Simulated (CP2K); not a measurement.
## WS2 (Tungstenite) in CP2K: the effect of Hubbard term

WS2 (Tungstenite):

```
CELL_PARAMETERS angstrom
3.18000 0.00000 0.00000
-1.59000 2.75396 0.00000
0.00000 0.00000 12.50000
ATOMIC_POSITIONS crystal
W 0.66667 0.33333 0.75000
W 0.33333 0.66667 0.25000
S 0.66667 0.33333 0.37500
S 0.33333 0.66667 0.87500
S 0.66667 0.33333 0.12500
S 0.33333 0.66667 0.62500
```

Alike in all runs:

* Program: CP2K 2026.2
* Task: projected density of states
* Functional: PBE
* Potentials or basis: GTH_POTENTIALS W GTH-PBE-q14, S GTH-PBE-q6; DZVP-MOLOPT-SR-GTH basis
* Density cutoff: 6123 eV
* k mesh: 7 × 7 × 2
* Occupations: fermi-dirac, width 0.05 eV
* Spin: no spin polarisation
* SCF solver: diagonalisation with k points
* Quickstep method: GPW
* EPS_DEFAULT: 1.0E-9
* EPS_SCF: 1.0E-6
* MAX_SCF: 100
* SCF_GUESS: ATOMIC
* k points reduced by the point group: yes
* Mesh centred on Gamma: yes

One run gave: gap on the mesh 1.03 eV; largest force 0.07 eV/Å. Which Hubbard term did it use?
A. W d U = 4.0 eV
B. W d U = 2.0 eV
C. none

A.

```csv
Hubbard term,gap on the mesh (eV),largest force (eV/Å)
none,1.17,0.05
W d U = 2.0 eV,1.16,0.07
W d U = 4.0 eV,1.03,0.07
```

Caveats: spin-orbit coupling is left out, which moves the levels of the heavy elements; an odd mesh through Γ misses points on the zone boundary, where band edges often lie; the basis of atomic orbitals isn't converged, which shifts pressures, moduli and gaps; this program's U acts on Mulliken populations of all basis functions of the shell, so it isn't the U of plane-wave codes (some runs); energies scatter by some meV and the pressure isn't listed (some runs).

A gap of «none» marks a metal or a gap under the smearing width.
